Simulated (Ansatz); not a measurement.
Input and command of a calculation in Ansatz (plane waves; scalar-relativistic PAW potentials unless the input names others):

```yaml
crystal:
  lattice:
    - [4.1769367303, 0.0, 0.0]
    - [-2.0884683651, 3.6173333184, 0.0]
    - [0.0, 0.0, 5.7067351355]
  atoms:
    - { symbol: Mn, position: [0.0, 0.0, 0.0], spin: 3.58 }
    - { symbol: Mn, position: [0.0, 0.0, 0.5], spin: 3.58 }
    - { symbol: Sb, position: [0.3333333333, 0.6666666667, 0.25], spin: -0.12 }
    - { symbol: Sb, position: [0.6666666667, 0.3333333333, 0.75], spin: -0.12 }
basis:
  ecutwfc: 420
kpoints:
  mp_grid: { grid: [12, 12, 8] }
hamiltonian:
  xc: pbe
  hubbard: { sites: [{ species: Mn, l: f, u_eff: 4.0 }] }
scf:
  occupations: { method: gaussian, width: 0.1 }
  max_iter: 80
output:
  forces: true
  eigenvalues: true
  stress: true
magnetization:
  spin_polarized: true
relax:
  adjacent_minimum: "off"
  f_tol: 0.01
  max_steps: 30
  cell: { stress_tol: 0.1, fix: [volume] }
```

```bash
ansatz run input.yaml --threads 1 --pin off --max-ram 2560MiB --backend cpu --events-out ev --progress --plain --runs-dir out
```

What will the program do with this input?

The program refuses it, because of a U on a shell that isn't there (hamiltonian.hubbard: not typed → {"sites": [{"species": "Mn", "l": "f", "u_eff": 4.0}]}). Without that key it is accepted.

Abridged log:
```
Error: inconsistent input (hamiltonian.hubbard.sites[].l, hamiltonian.hubbard.sites[].shell): the file of Mn doesn't list 4f, and it can't be added: PBE doesn't bind the shell 4f of the free atom, whose level lies at +1.09 eV. Type an atom or ion with it (hamiltonian.pseudopotentials.projection_atoms), take another file or name another shell
```